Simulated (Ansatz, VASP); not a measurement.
## TePt: VASP beside Ansatz

```
CELL_PARAMETERS angstrom
4.11692 0.00000 0.00000
-2.05846 3.56535 0.00000
0.00000 0.00000 7.41801
ATOMIC_POSITIONS crystal
Pt 0.33333 0.66667 0.01066
Pt 0.66667 0.33333 0.51066
Te 0.33333 0.66667 0.36534
Te 0.66667 0.33333 0.86534
```

Measurements of this composition are mostly on another form, of space group No. 166.

Alike in both runs: task single point; functional PBE; k mesh 9 × 9 × 5; occupations fermi-dirac, width 0.03 eV; no spin polarisation.

|  | VASP | Ansatz |
| --- | --- | --- |
| version | VASP 6.6.1 | Ansatz 0.2.0 |
| potentials or method | VASP PAW PBE potentials, release 64 (Pt, Te), cutoff 520 eV | all-electron LAPW, scalar-relativistic |

```tsv
	VASP	Ansatz	Ansatz less VASP
pressure (GPa)	-0.2	0.0	+0.25
rms of the force components (eV/Å)	0.004	0.001	-0.0033
```

Atom by atom the forces differ by 0.003 eV/Å (rms over components). Ansatz ran all-electron here, so the differences hold the error of VASP's frozen core and of both bases.

Spin-orbit coupling is left out, which matters for the levels of Pt, Te.
